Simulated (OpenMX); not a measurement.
Runs of OpenMX 3.8.5 on ZrB2. It takes space group P6/mmm (No. 191, hexagonal). Conventional cell: a = 3.170 Å, b = 3.170 Å, c = 3.533 Å, α = 90.00°, β = 90.00°, γ = 120.00°. Around Zr (site symmetry 6/mmm) lie 12 B at 2.54 Å. B (site symmetry -6m2) is surrounded by 3 B at 1.83 Å. 

```csv
task,level,potentials or basis,spin,k mesh,SCF threshold,"grid points, held for all volumes",max SCF cycles,pressure (GPa),moment (μB),V0 of scaled cells (Å³/atom),B0 (GPa),largest force (eV/Å)
equation of state,PBE,"OpenMX 2013 PBE set, Zr7.0-s3p2d2, B7.0-s2p2d1, fixed grid of 32 × 32 × 42 points",off,11 × 11 × 9,1e-08 Ha,32 × 32 × 42,-,-,-,10.33,(b),-
band structure,PBE,"OpenMX 2013 PBE set, Zr7.0-s3p2d2, B7.0-s2p2d1, grid cutoff 400 Ry",off,11 × 11 × 9,1e-08 Ha,-,100,2.0,-,-,-,0.01
band structure,PBE,"OpenMX 2013 PBE set, Zr7.0-s3p2d2, B7.0-s2p2d1, grid cutoff 400 Ry","non-collinear, zero start, SOC",7 × 7 × 7,1e-07 Ha,-,100,-,0.00,-,-,0.01
band structure,PBE,"OpenMX 2013 PBE set, Zr7.0-s3p2d2f1, B7.0-s3p2d2, grid cutoff 400 Ry",off,11 × 11 × 9,1e-08 Ha,-,100,0.8,-,-,-,0.01
band structure,PBE,"OpenMX 2013 PBE set, Zr7.0-s3p2d2, B7.0-s2p2d1, grid cutoff 400 Ry","non-collinear, zero start",7 × 7 × 5,1e-07 Ha,-,100,-,0.00,-,-,0.01
band structure,PBE,"OpenMX 2013 PBE set, Zr7.0-s3p2d2, B7.0-s2p2d1, grid cutoff 400 Ry","non-collinear, zero start, SOC",7 × 7 × 5,1e-07 Ha,-,100,-,0.00,-,-,0.01
equation of state,LDA,"OpenMX 2013 LDA set, Zr7.0-s3p2d2, B7.0-s2p2d1, fixed grid of 32 × 32 × 42 points",off,11 × 11 × 9,1e-08 Ha,32 × 32 × 42,-,-,-,9.94,(a),-
band structure,LDA,"OpenMX 2013 LDA set, Zr7.0-s3p2d2, B7.0-s2p2d1, grid cutoff 400 Ry",off,11 × 11 × 9,1e-08 Ha,-,100,-7.3,-,-,-,0.01
```

Alike in all rows: cell as given; smearing fermi-dirac 0.05 eV.

**Question.** Fill in the values left out.

**Answer.** (a) 259; (b) 238.

Caveats: the basis of atomic orbitals isn't converged, which shifts pressures, moduli and gaps; volumes in these bases differ from converged ones by about 1 %, for some elements by several (some runs); the cell was scaled at fixed shape and fractional positions, which overstates the stiffness of a crystal with free parameters, most of all of layers and chains (some runs); total energies with and without spin-orbit coupling shouldn't be compared in this program (some runs).

Not every run made on this cell is shown here.
